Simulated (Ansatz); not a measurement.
KCl (Sylvite):

```xyz
2
Lattice="0.0000 3.1465 3.1465 3.1465 0.0000 3.1465 3.1465 3.1465 0.0000" Properties=species:S:1:pos:R:3 pbc="T T T"
K     0.0000    0.0000    0.0000
Cl    3.1465    3.1465    3.1465
```

Program: Ansatz 0.2.0. Alike in all runs: potentials or basis all-electron LAPW, scalar-relativistic; no spin polarisation; cell as given; k mesh 7 × 7 × 7; basis error allowed 0.001 eV/atom.

Q: Order these runs on this cell by their pressure, lowest first.
A. level PBE; cutoff (eV) 139; smearing gaussian 0.02 eV
B. level RPBE; cutoff (eV) 138; smearing gaussian 0.1 eV
C. level LDA; cutoff (eV) 139; smearing fermi-dirac 0.05 eV

A: C (-2.0 GPa), A (0.8 GPa), B (2.4 GPa).
